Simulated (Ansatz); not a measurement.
# TiB and the effect of the functional

Space group Pnma (No. 62). a = 6.120 Å, b = 3.060 Å, c = 4.560 Å, α = 90.00°, β = 90.00°, γ = 90.00°
| atom | site | symmetry | x | y | z |
| --- | --- | --- | --- | --- | --- |
| Ti | 4c | .m. | 0.6770 | 0.2500 | 0.3770 |
| B | 4c | .m. | 0.5290 | 0.2500 | 0.8970 |

Kept alike: task band structure; k mesh 5 × 9 × 6; occupations fermi-dirac, width 0.05 eV; no spin polarisation. Program: Ansatz, Ansatz PAW. Cutoffs run from 420 to 500 eV. The mesh is that of the run's cell of 8 atoms. No spin-orbit coupling.

| run | pressure (GPa) |
| --- | --- |
| A | -1.90 |
| B | -5.73 |
| C | -10.97 |

Pressure is positive in compression, with a Pulay correction for the finite cutoff. For a metal such a mesh leaves the last digits unconverged. All rows use potentials made for PBE.

The runs differ in the functional (and the cutoff that goes with it) alone: LDA; PBEsol; r2SCAN. Which run is which?

Run A is r2SCAN; run B is PBEsol; run C is LDA. The pressure runs from -10.97 (LDA) to -1.90 GPa (r2SCAN). A positive pressure means that the functional's own cell is larger than the one given, a negative one that it is smaller.
